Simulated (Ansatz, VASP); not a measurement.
# Rh: VASP beside Ansatz

INCAR

```
SYSTEM = Rh
  PREC = Accurate
  ENCUT = 520
  EDIFF = 1E-6
  ISMEAR = -1
  SIGMA = 0.1
  LREAL = .False.
  LASPH = .True.
  NELM = 100
  ALGO = Normal
  ISIF = 2
  LWAVE = .False.
  LCHARG = .False.
  GGA = RP
  NBANDS = 14
```

File KPOINTS:

```
regular mesh
0
Gamma
  14 14 14
  0 0 0
```

Contents of POSCAR:

```
Rh
1.0
    2.6544679759      0.0000000000      0.0000000000
    0.0000000000      2.6544679759      0.0000000000
    0.0000000000      0.0000000000      2.6544679759
Rh
1
Direct
    0.0000000000      0.0000000000      0.0000000000
```

Input for Ansatz:

```yaml
crystal:
  lattice:
    - [2.6544679759, 0.0, 0.0]
    - [0.0, 2.6544679759, 0.0]
    - [0.0, 0.0, 2.6544679759]
  atoms:
    - { symbol: Rh, position: [0.0, 0.0, 0.0] }
hamiltonian:
  xc: rpbe
  pseudopotentials:
    kind: paw
    azcp:
      Rh: "pseudopotentials/Rh.paw.azcp"
basis:
  ecutwfc: 420
  fft_grid_basis: typed
kpoints:
  mp_grid: { grid: [14, 14, 14], shift: [0, 0, 0] }
magnetization:
  spin_polarized: false
scf:
  occupations: { method: fermi_dirac, width: 0.1 }
  lower_state_search: "off"
output:
  stress: true
```

Alike in both runs: task single point; functional RPBE; k mesh 14 × 14 × 14; occupations fermi-dirac, width 0.1 eV; no spin polarisation.

```csv
,VASP,Ansatz
version,VASP 6.6.1,Ansatz 0.2.0
potentials or method,"VASP PAW PBE potentials, release 64 (Rh_pv)","plane waves (420 eV) with PAW, scalar-relativistic"
plane-wave cutoff (eV),520,420
valence electrons in the cell,15,17
```

|  | VASP | Ansatz | Ansatz less VASP |
| --- | --- | --- | --- |
| pressure (GPa) | -14.0 | -14.1 | -0.08 |

With one functional, cell and mesh, what is left measures potentials, basis and numerics. The two sets of potentials don't hold the same shells in valence.

Caveats: the PAW data sets were made with another functional, which shifts forces and pressure a little (VASP).
